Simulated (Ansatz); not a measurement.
# RbBr: the cost of one run

Method: DFT r²SCAN, frozen-core PAW, scalar-relativistic unless said, in Ansatz 0.2.0.

The COD entry's cell or inner coordinates are ideal or old and differ from later refinements, so a difference from it is no clean test against experiment.

## Step 1: The structure to begin with

It takes space group Fm-3m (No. 225, cubic). The conventional cell has a = 6.854 Å, b = 6.854 Å, c = 6.854 Å, α = 90.00°, β = 90.00°, γ = 90.00°. Rb (site symmetry m-3m) has 6 Br at 3.43 Å as nearest neighbours. Br (site symmetry m-3m) is surrounded by 6 Rb at 3.43 Å.

As a file:

```
CELL_PARAMETERS angstrom
0.00000 3.42700 3.42700
3.42700 0.00000 3.42700
3.42700 3.42700 0.00000
ATOMIC_POSITIONS crystal
Rb 0.00000 0.00000 0.00000
Br 0.50000 0.50000 0.50000
```

Cartesian axes are those of the input's lattice vectors. The structure goes back to a database entry.

## Step 2: Cell and atoms relaxed, PAW

The input, input.yaml:

```yaml
crystal:
  lattice:
    - [0.0, 3.427, 3.427]
    - [3.427, 0.0, 3.427]
    - [3.427, 3.427, 0.0]
  atoms:
    - { symbol: Rb, position: [0.0, 0.0, 0.0] }
    - { symbol: Br, position: [0.5, 0.5, 0.5] }
kpoints:
  mp_grid: { grid: [10, 10, 10] }
scf:
  occupations: { method: fermi_dirac, width: 0.08 }
hamiltonian:
  xc: r2scan
  pseudopotentials: { kind: paw }
relax:
  f_tol: 0.002
  max_steps: 80
  cell: {}
output:
  forces: true
  stress: true
```

Command:

```sh
$ ansatz run input.yaml --threads 1 --pin off --max-ram 3072MiB --backend cpu --events-out ev --progress --plain --runs-dir out
```

**Question.** How long does this run take on 1 thread of Arm Neoverse V2, shared host, and how much memory does it need?

About 21 s, with a peak of 0.56 GiB.
